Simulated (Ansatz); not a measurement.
# TiTe2: the cost of one run

Method: DFT LDA, scalar-relativistic, plane waves, PAW, in Ansatz 0.2.0.

1 further run of the same task is left out (set aside as unsound or not needed).

## Step 1: The system as given

It takes space group P4_2/mnm (No. 136, tetragonal). Conventional cell: a = 4.789 Å, b = 4.789 Å, c = 3.186 Å, α = 90.00°, β = 90.00°, γ = 90.00°. Hf (site symmetry mmm) has 6 O at 2.06 to 2.07 Å as nearest neighbours. O (site symmetry m2m) is surrounded by 3 Hf at 2.06 to 2.07 Å.

As a file:

```xyz
6
Lattice="4.7889 0.0000 0.0000 0.0000 4.7889 0.0000 0.0000 0.0000 3.1858" Properties=species:S:1:pos:R:3 pbc="T T T"
Hf    0.0000    0.0000    0.0000
Hf    2.3944    2.3944    1.5929
O     0.9344    3.8545    1.5929
O     1.4601    1.4601    0.0000
O     3.3288    3.3288    0.0000
O     3.8545    0.9344    1.5929
```

It goes back to an entry of the Materials Project, which need not be the stable form.

This cell was relaxed beforehand with the same method: volume 12.18 Å³/atom, gap on the mesh 3.88 eV.

## Step 2: The substitution Hf → Ti, O → Te

TiTe2 starts from the relaxed positions of HfO2, with all lengths scaled by 1.262, a guess from tabulated radii.

## Step 3: Probe: one point at the start (TiTe2)

input.yaml reads:

```yaml
crystal:
  lattice:
    - [6.0439619194, 0.0, 0.0]
    - [0.0, 6.0439619194, 0.0]
    - [0.0, 0.0, 4.02075008]
  atoms:
    - { symbol: Ti, position: [0.0, 0.0, 0.0] }
    - { symbol: Ti, position: [0.5, 0.5, 0.5] }
    - { symbol: Te, position: [0.1951075728, 0.8048924272, 0.5] }
    - { symbol: Te, position: [0.3048924272, 0.3048924272, 0.0] }
    - { symbol: Te, position: [0.6951075728, 0.6951075728, 0.0] }
    - { symbol: Te, position: [0.8048924272, 0.1951075728, 0.5] }
basis:
  ecutwfc: 420
kpoints:
  mp_grid: { grid: [4, 4, 4] }
hamiltonian:
  xc: lda
scf:
  occupations: { method: gaussian, width: 0.1 }
output:
  forces: true
  stress: true
  eigenvalues: true
```

Launch:

```console
$ ansatz run input.yaml --threads 1 --pin off --max-ram 2560MiB --backend cpu --events-out ev --progress --plain --runs-dir out
```

What time and memory should one allow on 1 thread of Intel Xeon at 2.50GHz (Skylake/Cascade Lake), shared host?

About 17 s, with a peak of 0.45 GiB.
